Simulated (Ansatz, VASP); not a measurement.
Two plane-wave programs on AlNi

```xyz
2
Lattice="2.8931 0.0000 0.0000 0.0000 2.8931 0.0000 0.0000 0.0000 2.8931" Properties=species:S:1:pos:R:3 pbc="T T T"
Al    0.0000    0.0000    0.0000
Ni    1.4465    1.4465    1.4465
```

Alike in both runs: task relaxation of cell and atoms; functional PBEsol; k mesh 14 × 14 × 14; occupations gaussian, width 0.1 eV; no spin polarisation.

|  | VASP | Ansatz |
| --- | --- | --- |
| version | VASP 6.6.1 | Ansatz 0.2.0 |
| potentials or method | VASP PAW PBE potentials, release 64 (Al, Ni) | scalar-relativistic, plane waves, PAW |
| plane-wave cutoff (eV) | 600 | 420 |
| valence electrons in the cell | 13 | 21 |

Ansatz gave:

| Quantity | Value |
| --- | --- |
| gap on the k mesh at the Fermi level, each at its own relaxed structure (eV) | none |
| relaxed volume (Å³/atom) | 11.73 |
| relaxed cell length with the largest relative difference (Å) | 2.862 |
| energy change over the relaxation (meV/atom) | -6 |

Problem. Estimate VASP's values.

Solution. gap on the k mesh at the Fermi level, each at its own relaxed structure (eV): none; relaxed volume (Å³/atom): 11.73; relaxed cell length with the largest relative difference (Å): 2.863; energy change over the relaxation (meV/atom): -6.

A gap of «none» marks a metal or a gap that the smearing closes. The two sets of potentials don't hold the same shells in valence.

Caveats: the PAW data sets were made with another functional, which shifts forces and pressure a little (VASP). Spin polarisation is off, so any magnetic state and its effect on volume and gap are missing.
